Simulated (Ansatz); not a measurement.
MoS2 in the 3R-MoS2-type structure (r2SCAN+rVV10 geometry), in Ansatz:

```cif
data_structure
_symmetry_space_group_name_H-M 'R3m:H'
_symmetry_Int_Tables_number 160
_cell_length_a 3.1752
_cell_length_b 3.1752
_cell_length_c 18.5818
_cell_angle_alpha 90.000
_cell_angle_beta 90.000
_cell_angle_gamma 120.000
_cell_volume 162.24
loop_
_atom_site_label
_atom_site_type_symbol
_atom_site_symmetry_multiplicity
_atom_site_Wyckoff_symbol
_atom_site_fract_x
_atom_site_fract_y
_atom_site_fract_z
_atom_site_occupancy
Mo1 Mo 3 a 0.00000 0.00000 0.00001 1
S1 S 3 a 0.33333 0.66667 0.24967 1
S2 S 3 a 0.66667 0.33333 0.08365 1
```

G0W0@PBE with 296 empty bands, a screening cutoff of 180 eV and a 6×6×6 mesh (PAW, contour deformation) gives 1.320 eV over the mesh points, from a PBE gap of 0.954 eV; it sums over 309 bands with 295 plane waves in the screening and a wave cutoff of 420 eV. No extrapolation in bands, cutoff or mesh was made for G0W0. Calculated for a static, non-magnetic cell.

Question: Estimate the gap with empty bands 575, screening cutoff 260 eV.

Answer: 1.336 eV (+0.016 eV), from a Kohn-Sham gap of 0.954 eV.

Question: Estimate the gap with starting point HSE06.

Answer: 1.540 eV (+0.220 eV), from a Kohn-Sham gap of 1.427 eV.

Question: Estimate the gap with starting point r2SCAN, with them a wave cutoff of 500 eV.

Answer: 1.392 eV (+0.072 eV), from a Kohn-Sham gap of 1.031 eV.

Question: Estimate the gap with starting point PBE0.

Answer: 1.674 eV (+0.354 eV), from a Kohn-Sham gap of 2.082 eV.

Spin-orbit coupling is left out.

The program warns that the k mesh is coarse for exact exchange in some of these runs, so their gaps aren't converged.
